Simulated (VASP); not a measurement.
A run of VASP 6.6.1 is set up as follows.

Contents of INCAR:

```
  PREC = Accurate
  ENCUT = 520
  EDIFF = 1E-7
  ISMEAR = -1
  SIGMA = 0.05
  LREAL = F
  LASPH = T
  NELM = 60
  ALGO = Normal
  ISIF = 2
  LWAVE = F
  LCHARG = F
  GGA = PE
  NBANDS = 17
```

KPOINTS

```
regular mesh
0
Gamma
  7 7 7
```

POSCAR

```
PbS
1.0
    3.6536590000      0.0000000000      0.0000000000
    0.0000000000      3.6536590000      0.0000000000
    0.0000000000      0.0000000000      3.6536590000
Pb S
1 1
Direct
    0.0000000000      0.0000000000      0.0000000000
    0.5000000000      0.5000000000      0.5000000000
```

Potentials or basis: VASP PAW PBE potentials, release 64 (Pb_d, S).

The run is started by

```bash
$ cat potpaw_PBE.64/Pb_d/POTCAR potpaw_PBE.64/S/POTCAR > POTCAR
$ mpirun -np 1 vasp_std > vasp.out
```

Problem. Predict the pressure.

Solution. -0.1 GPa.

Problem. Estimate the band gap on the k mesh.

Solution. 0.12 eV, indirect (least direct gap 1.44 eV).

Caveat: spin-orbit coupling is left out, which as a rule narrows the gap of such compounds by several tenths of an eV; an odd mesh through Γ misses points on the zone boundary, where band edges often lie.
